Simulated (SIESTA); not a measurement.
Bi2Se3 (Paraguanajuatite):

```xyz
5
Lattice="2.0715 1.1960 9.5453 -2.0715 1.1960 9.5453 0.0000 -2.3920 9.5453" Properties=species:S:1:pos:R:3 pbc="T T T"
Bi    0.0000    0.0000   17.1587
Bi    0.0000    0.0000   11.4773
Se    0.0000    0.0000   22.5738
Se    0.0000    0.0000    6.0622
Se    0.0000    0.0000    0.0000
```

```yaml
Program: SIESTA 5.4.2
Task: single point
Functional: PBEsol
Potentials_or_basis: PseudoDojo 0.4 standard (PBEsol files)
Basis: DZP (energy shift 0.003 Ry; two zetas on semicore shells)
Grid_cutoff: 500 Ry
Energy_shift: 0.003 Ry
k_mesh: 8 × 8 × 8
Occupations: fermi-dirac, width 0.05 eV
Spin: no spin polarisation
```

On this cell: pressure 1.4 GPa; largest force 0.427 eV/Å; band gap on the k mesh 0.16 eV, direct.

The same run follows on a disturbed copy (atoms moved at random, drawn with an rms of 0.05 Å):

```
Bi Se
1.0
     2.07150    1.19598    9.54533
    -2.07150    1.19598    9.54533
     0.00000   -2.39196    9.54533
Bi Se
2 3
Direct
  0.59792 0.59798 0.59907
  0.40222 0.39696 0.39972
  0.79837 0.79320 0.77654
  0.21449 0.20833 0.21334
  0.99871 0.00463 0.99892
```

**Question.** What does the disturbed cell give?

**Answer.** The energy moves by +3.0 meV/atom; pressure 1.3 GPa; largest force 0.704 eV/Å; band gap on the k mesh 0.29 eV, direct.

Forces on the atoms (eV/Å):
```
Bi   0.044 -0.027  0.702
Bi  -0.028  0.132  0.073
Se  -0.021 -0.180  0.028
Se  -0.077  0.050 -0.562
Se   0.081  0.024 -0.240
```

Stress tensor (GPa, compression positive):
```
 1.65 -0.03  0.05
-0.03  1.15 -0.45
 0.05 -0.45  1.02
```

Caveats: spin-orbit coupling is left out, which as a rule narrows the gap of such compounds by several tenths of an eV; the basis of atomic orbitals isn't converged, which shifts pressures, moduli and gaps.

A k mesh can miss the band edges.
